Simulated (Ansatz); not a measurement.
TiB2:

```
Ti B
1.0
     3.02920    0.00000    0.00000
    -1.51460    2.62336    0.00000
     0.00000    0.00000    3.22840
Ti B
1 2
Direct
  0.00000 0.00000 0.00000
  0.66667 0.33333 0.50000
  0.33333 0.66667 0.50000
```

- Program: Ansatz 0.2.0
- Task: single point
- Functional: PBE
- Potentials or basis: all-electron LAPW, scalar-relativistic
- Cutoff: 310 eV (chosen from the basis error)
- Basis error allowed: 0.001 eV/atom
- k mesh: 10 × 10 × 8
- Occupations: fermi-dirac, width 0.05 eV
- Spin: no spin polarisation

On this cell: pressure 0.3 GPa; largest force under 0.003 eV/Å; band gap on the k mesh none (metal or under the smearing width).

The same run follows on a disturbed copy (atoms moved at random, drawn with an rms of 0.05 Å):

```
Ti B
1.0
     3.02920    0.00000    0.00000
    -1.51460    2.62336    0.00000
     0.00000    0.00000    3.22840
Ti B
1 2
Direct
  0.99663 0.98608 0.98473
  0.65640 0.31348 0.50274
  0.33149 0.66649 0.49409
```

Q: What does the disturbed cell give?

A: The energy (extrapolated to zero smearing) moves by +13.1 meV/atom; pressure 0.9 GPa; largest force 0.943 eV/Å; band gap on the k mesh none (metal or under the smearing width).

Forces in eV/Å, atoms in the order of the input:
```
Ti  -0.205  0.139  0.633
B    0.046  0.776 -0.472
B    0.159 -0.915 -0.162
```

Stress tensor (GPa, compression positive):
```
-0.04  0.05 -0.16
 0.05  2.54  0.09
-0.16  0.09  0.25
```
